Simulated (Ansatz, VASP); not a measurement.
# Sb in two plane-wave programs

Aim: how closely do two programs agree when they are given the same cell, functional and k mesh? The cell is taken from a series of runs on this material, whose earlier steps may have relaxed, scaled, displaced or heated it; both programs get it as it stands.

Calculated with Ansatz 0.2.0; plane waves, with VASP 6.6.1 beside it; G0W0 gap at PBE.

## Step 1: Starting point

The cell holds 2 atoms: 2 Sb. Cell: a = 4.294 Å, b = 4.294 Å, c = 26.500 Å, α = 90.0°, β = 90.0°, γ = 120.0°. Vacuum lies along c.

Structure file:

```
Sb
1.0
     4.29352    0.00000    0.00000
    -2.14676    3.71830    0.00000
     0.00000    0.00000   26.50000
Sb
2
Direct
  0.33333 0.66667 0.47032
  0.66667 0.33333 0.52968
```

## Step 2: VASP: G0W0 gap, PBE

Quasiparticle shifts depend on high empty states and on the cores, so they are the hardest test of two PAW sets.

Lines of VASP's logs that name or quote its potential files are left out, and so is its time.

The run reads the wave functions of an earlier VASP run, which isn't shown here.

Input file INCAR:

```
SYSTEM = Sb
PREC = Accurate
ENCUT = 300
ISMEAR = 0
SIGMA = 0.01
LREAL = .FALSE.
GGA = PE
NBANDS = 432
ALGO = EVGW0
NELMGW = 1
ENCUTGW = 60
NOMEGA = 64
PRECFOCK = Fast
NBANDSGW = 24
LWAVE = .FALSE.
LCHARG = .FALSE.
```

Input file POSCAR:

```
Sb
1.0
    4.2935219637      0.0000000000      0.0000000000
   -2.1467609819      3.7182990922      0.0000000000
    0.0000000000      0.0000000000     26.5000000000
Sb
2
Direct
    0.3333333333      0.6666666667      0.4703239099
    0.6666666667      0.3333333333      0.5296760901
```

Input file KPOINTS:

```
Automatic mesh
0
Gamma
6 6 1
0 0 0
```

The projector-augmented-wave data sets are Sb_d_GW (PBE family, release 64).

The run is started by

```
mpirun -np 8 vasp_std
```

Numbers of over 12 decimals in the logs are rounded to 6 here.

Log:

```text
[banner, memory and clock lines left out]
running    8 mpi-ranks, on    1 nodes
 distrk:  each k-point on    8 cores,    1 groups
 distr:  one band on    1 cores,    8 groups

 POSCAR found type information on POSCAR Sb
 POSCAR found :  1 types and       2 ions
|                                                                             |
|           W    W    AA    RRRRR   N    N  II  N    N   GGGG   !!!           |
|           W    W   A  A   R    R  NN   N  II  NN   N  G    G  !!!           |
|           W    W  A    A  R    R  N N  N  II  N N  N  G       !!!           |
|           W WW W  AAAAAA  RRRRR   N  N N  II  N  N N  G  GGG   !            |
|           WW  WW  A    A  R   R   N   NN  II  N   NN  G    G                |
|           W    W  A    A  R    R  N    N  II  N    N   GGGG   !!!           |
|                                                                             |
|     For optimal performance we recommend to set                             |
|       NCORE = 2 up to number-of-cores-per-socket                            |
|     NCORE specifies how many cores store one orbital (NPAR=cpu/NCORE).      |
|     This setting can greatly improve the performance of VASP for DFT.       |
|     The default, NCORE=1 might be grossly inefficient on modern             |
|     multi-core architectures or massively parallel machines. Do your        |
|     Unfortunately you need to use the default for GW and RPA                |
|     calculations (for HF NCORE is supported but not extensively tested      |
|     yet).                                                                   |
|                                                                             |

|                                                                             |
|           W    W    AA    RRRRR   N    N  II  N    N   GGGG   !!!           |
|           W    W   A  A   R    R  NN   N  II  NN   N  G    G  !!!           |
|           W    W  A    A  R    R  N N  N  II  N N  N  G       !!!           |
|           W WW W  AAAAAA  RRRRR   N  N N  II  N  N N  G  GGG   !            |
|           WW  WW  A    A  R   R   N   NN  II  N   NN  G    G                |
|           W    W  A    A  R    R  N    N  II  N    N   GGGG   !!!           |
|                                                                             |
|     The default for ENCUTGWSOFT is different in this version of VASP.       |
|     please manually set ENCUTGWSOFT =60 in the INCAR file.                  |
|                                                                             |

 LDA part: xc-table for (Slater+PW92), standard interpolation
 found WAVECAR, reading the header
 POSCAR, INCAR and KPOINTS ok, starting setup
 FFT: planning ... GRIDC
 FFT: planning ... GRID_SOFT
 FFT: planning ... GRID
 reading WAVECAR
 the WAVECAR file was read successfully
 initial charge from wavefunction
 available memory per node:     33.71 GB, setting MAXMEM to     34520

 The Fermi energy was updated, please check that it is located mid-gap
 values below the HOMO (VB) or above the LUMO (CB) will cause erroneous energies
 E-fermi :  -3.1564

 calculate exact exchange contribution
 the WAVEDER file was read successfully
energies w=
    0.000    0.000    0.531    0.000    1.062    0.000    1.590    0.000
    2.115    0.000    2.636    0.000    3.151    0.000    3.662    0.000
    4.166    0.000    4.664    0.000    5.156    0.000    5.641    0.000
    6.119    0.000    6.591    0.000    7.058    0.000    7.519    0.000
    7.975    0.000    8.426    0.000    8.874    0.000    9.319    0.000
    9.761    0.000   10.203    0.000   10.643    0.000   11.084    0.000
   11.526    0.000   11.970    0.000   12.417    0.000   12.869    0.000
   13.327    0.000   13.791    0.000   14.264    0.000   14.746    0.000
   15.240    0.000   15.746    0.000   16.268    0.000   16.807    0.000
   17.365    0.000   17.945    0.000   18.550    0.000   19.184    0.000
   19.850    0.000   20.552    0.000   21.296    0.000   22.087    0.000
   22.932    0.000   23.840    0.000   24.819    0.000   25.880    0.000
   27.038    0.000   28.307    0.000   29.709    0.000   31.267    0.000
   33.013    0.000   34.984    0.000   37.231    0.000   39.818    0.000
   42.832    0.000   46.388    0.000   50.651    0.000   55.853    0.000
   62.341    0.000   70.653    0.000   81.676    0.000   96.973    0.000
 responsefunction array rank=     464
 LDA part: xc-table for (Slater+PW92), standard interpolation

 min. memory requirement per mpi rank    538.1 MB, per node   4304.6 MB

 allocating   8 responsefunctions rank=   464
 shmem allocating  64 responsefunctions rank=   464
 response function shared by NCSHMEM nodes    1
 Doing            8  frequencies on each core in blocks of           64
NQ=   1    0.0000    0.0000    0.0000,
|.........|.........|.........|.........|.........|.........|.........|.........
 performed        595000 updates of chi_q(r,r)
 total number of BLAS operations       1003.70 Gflops
NQ=   2    0.1667    0.0000    0.0000,
|.........|.........|.........|.........|.........|.........|.........|.........
 performed       1667000 updates of chi_q(r,r)
 total number of BLAS operations       2764.30 Gflops
NQ=   3    0.3333   -0.0000    0.0000,
|.........|.........|.........|.........|.........|.........|.........|.........
 performed       2739000 updates of chi_q(r,r)
 total number of BLAS operations       4478.56 Gflops
NQ=   4    0.5000   -0.0000    0.0000,
|.........|.........|.........|.........|.........|.........|.........|.........
 performed       3541000 updates of chi_q(r,r)
 total number of BLAS operations       5779.22 Gflops
NQ=   5    0.1667    0.1667    0.0000,
|.........|.........|.........|.........|.........|.........|.........|.........
 performed       4613000 updates of chi_q(r,r)
 total number of BLAS operations       7478.18 Gflops
NQ=   6    0.3333    0.1667    0.0000,
|.........|.........|.........|.........|.........|.........|.........|.........
 performed       5809000 updates of chi_q(r,r)
 total number of BLAS operations       9348.76 Gflops
NQ=   7    0.3333    0.3333    0.0000,
|.........|.........|.........|.........|.........|.........|.........|.........
 performed       6508000 updates of chi_q(r,r)
 total number of BLAS operations      10466.40 Gflops
 resolving degeneracies of screened two electron integrals

 calculate QP shifts <psi_nk| G(iteration)W_0 |psi_nk>: iteration 1
 entering main loop
```

Parts of OUTCAR (step 2):

```text
ion  position               nearest neighbor table
   1  0.333  0.667  0.470-   2 2.94   2 2.94   2 2.94
   2  0.667  0.333  0.530-   1 2.94   1 2.94   1 2.94

  LATTYP: Found a hexagonal cell.
 ALAT       =     4.2935219637
 C/A-ratio  =     6.1720890737

 Subroutine GETGRP returns: Found 12 space group operations
 (whereof 12 operations were pure point group operations)

The static configuration has the point symmetry D_3d.

 Found      7 irreducible k-points:

   k-points           NKPTS =      7   k-points in BZ     NKDIM =     36   number of bands    NBANDS=    432

   dimension x,y,z NGX =    24 NGY =   24 NGZ =  150
   dimension x,y,z NGXF=    48 NGYF=   48 NGZF=  300

   ENCUT  =  300.0 eV  22.05 Ry    4.70 a.u.   6.06  6.06 37.43*2*pi/ulx,y,z

   NELECT =      30.0000    total number of electrons

  energy-cutoff  :      300.00
  volume of cell :      423.06
      direct lattice vectors                 reciprocal lattice vectors
     4.293521964  0.000000000  0.000000000     0.232909022  0.134470086  0.000000000
    -2.146760982  3.718299092  0.000000000     0.000000000  0.268940173  0.000000000
     0.000000000  0.000000000 26.500000000     0.000000000  0.000000000  0.037735849

 k-points in reciprocal lattice and weights: Automatic mesh
   0.00000000  0.00000000  0.00000000       0.028
   0.16666667  0.00000000  0.00000000       0.167
   0.33333333 -0.00000000  0.00000000       0.167
   0.50000000 -0.00000000  0.00000000       0.083
   0.16666667  0.16666667  0.00000000       0.167
   0.33333333  0.16666667  0.00000000       0.333
   0.33333333  0.33333333  0.00000000       0.056

 E-fermi :  -3.1564

 QP shifts <psi_nk| G(iteration)W_0 |psi_nk>: iteration 1
 for sc-GW calculations column KS-energies equals QP-energies in previous step
 and V_xc(KS)=  KS-energies - (<T + V_ion + V_H > + <T+V_H+V_ion>^1  + <V_x>^1)
 k-point   1 :       0.0000    0.0000    0.0000
  band No.  KS-energies  QP-energies   sigma(KS)   V_xc(KS)     V^pw_x(r,r')   Z            occupation Imag(sigma)
    ...
     12      -9.6636     -10.0178     -11.9920     -11.4765     -15.2418       0.6873       2.0000       0.7235
     13      -3.8873      -4.3474     -11.8649     -11.2463     -12.3327       0.7437       2.0000       0.0628
     14      -3.8873      -4.3474     -11.8649     -11.2463     -12.3327       0.7437       2.0000       0.0628
     15      -3.7838      -4.4268     -10.1222      -9.2340     -10.8122       0.7239       2.0000       0.0902
     16      -2.5379      -1.8886      -9.0651      -9.9192      -6.5005       0.7603       0.0000      -0.0987
     17      -1.0574      -0.3689      -9.5881     -10.5341      -6.6490       0.7277       0.0000      -0.1472
     18      -1.0574      -0.3689      -9.5881     -10.5341      -6.6490       0.7277       0.0000      -0.1472
     19       0.8764       0.8360      -2.2767      -2.2287      -0.7070       0.8425       0.0000      -0.0928
    ...

 k-point   2 :       0.1667    0.0000    0.0000
  band No.  KS-energies  QP-energies   sigma(KS)   V_xc(KS)     V^pw_x(r,r')   Z            occupation Imag(sigma)
    ...
     12      -9.7860     -10.1185     -12.2355     -11.7483     -15.4704       0.6825       2.0000       0.6920
     13      -5.3603      -5.9324     -10.9755     -10.1844     -11.9940       0.7231       2.0000       0.1286
     14      -4.3432      -4.8410     -11.6789     -11.0062     -12.3033       0.7401       2.0000       0.0759
     15      -3.7749      -4.3864     -10.5082      -9.6684     -11.2049       0.7282       2.0000       0.0884
     16      -1.9762      -1.3785      -8.8338      -9.6313      -6.1735       0.7495       0.0000      -0.1140
     17      -0.7320      -0.0415      -9.2700     -10.2082      -6.2620       0.7359       0.0000      -0.1601
     18      -0.5875       0.1239      -9.7154     -10.7058      -6.6224       0.7183       0.0000      -0.1708
     19       1.1643       1.1428      -2.4328      -2.4072      -0.7799       0.8392       0.0000      -0.1018
    ...

 k-point   3 :       0.3333   -0.0000    0.0000
  band No.  KS-energies  QP-energies   sigma(KS)   V_xc(KS)     V^pw_x(r,r')   Z            occupation Imag(sigma)
    ...
     12     -10.4752     -10.8165     -12.4814     -11.9890     -15.9440       0.6932       2.0000       0.7085
     13      -6.2568      -6.8968     -10.6258      -9.7110     -12.2783       0.6995       2.0000       0.2222
     14      -4.9698      -5.5149     -11.5330     -10.7838     -12.4528       0.7276       2.0000       0.1003
     15      -4.2309      -4.7991     -10.9652     -10.1799     -11.7516       0.7236       2.0000       0.1017
     16      -2.2349      -1.7391      -8.3222      -8.9823      -5.8024       0.7512       0.0000      -0.1063
     17      -0.4867       0.0575      -8.1294      -8.8703      -5.0233       0.7345       0.0000      -0.1703
     18      -0.1691       0.5381      -9.5137     -10.5043      -6.2711       0.7139       0.0000      -0.1969
     19       1.8998       2.0680      -4.1680      -4.3779      -1.8069       0.8011       0.0000      -0.1713
    ...

 k-point   4 :       0.5000   -0.0000    0.0000
  band No.  KS-energies  QP-energies   sigma(KS)   V_xc(KS)     V^pw_x(r,r')   Z            occupation Imag(sigma)
    ...
     12     -11.2710     -11.6709     -12.3360     -11.7606     -16.1697       0.6950       2.0000       0.8024
     13      -6.2174      -6.8302     -10.8025      -9.9265     -12.4342       0.6996       2.0000       0.2233
     14      -5.2140      -5.7753     -11.4905     -10.7148     -12.5320       0.7237       2.0000       0.1109
     15      -4.7634      -5.3734     -10.7573      -9.9042     -11.7647       0.7151       2.0000       0.1278
     16      -2.0461      -1.5128      -8.5491      -9.2595      -5.8442       0.7508       0.0000      -0.1148
     17      -0.8438      -0.3500      -7.8722      -8.5396      -5.0355       0.7400       0.0000      -0.1507
     18      -0.1171       0.5749      -9.3414     -10.3108      -6.0903       0.7138       0.0000      -0.1986
     19       1.7374       1.9780      -5.5328      -5.8457      -2.5464       0.7691       0.0000      -0.1968
    ...

[... 3 further parts left out ...]
```

(Continued in part 2 of 2.)

[Lines on the potential files, build, host, timing and source positions are cut from VASP's logs without a mark.]

[Logs are printed without paths, hosts, clocks, repeated set-up lines and the standing remarks that a program may print on its own settings, such as how far it seeks lower states.]

[Hosts, paths, dates, database ids (printed as entryN), source tags and the programs' standing remarks are cut or masked in the printed files.]
